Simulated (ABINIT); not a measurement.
The system is Sb.

```
Sb
1.0
     2.15420    1.24373    3.75800
    -2.15420    1.24373    3.75800
     0.00000   -2.48746    3.75800
Sb
2
Direct
  0.76651 0.76651 0.76651
  0.23349 0.23349 0.23349
```

```yaml
Program: ABINIT 10.8.3 (patched build)
Task: relaxation of cell and atoms
Functional: PBE
Potentials_or_basis: JTH PAW PBE v2.0
Cutoff: 435 eV
k_mesh: 8 × 8 × 8
Occupations: fermi-dirac, width 0.05 eV
Spin: no spin polarisation
```

At the start: pressure 2.7 GPa; volume 30.21 Å³/atom.

**Question.** Where does the relaxation end?

**Answer.** Over 9 steps the energy falls by 12.5 meV/atom and the volume is 31.94 Å³/atom (+5.7 %); space group R-3m (No. 166, to 0.05 Å).

Step by step:
| step | energy change (eV) | largest force (eV/Å) | pressure (GPa) | volume (Å³) |
| --- | --- | --- | --- | --- |
| 1 | 0.0000 | 0.1690 | 2.70 | 60.41 |
| 2 | -0.0089 | 0.0685 | 2.04 | 60.91 |
| 3 | -0.0227 | 0.0677 | 0.37 | 62.77 |
| 4 | -0.0246 | 0.0116 | 0.04 | 63.61 |
| 5 | -0.0247 | 0.0005 | 0.01 | 63.62 |
| 6 | -0.0248 | 0.0162 | -0.04 | 63.68 |
| 7 | -0.0249 | 0.0212 | -0.05 | 63.75 |
| 8 | -0.0250 | 0.0085 | 0.00 | 63.79 |
| 9 | -0.0250 | 0.0020 | -0.02 | 63.87 |

Final structure:
```
Sb
1.0
     2.18921    1.26394    3.84723
    -2.18921    1.26394    3.84723
     0.00000   -2.52789    3.84723
Sb
2
Cartesian
  0.0000 0.0000 8.8592
  0.0000 0.0000 2.6825
```
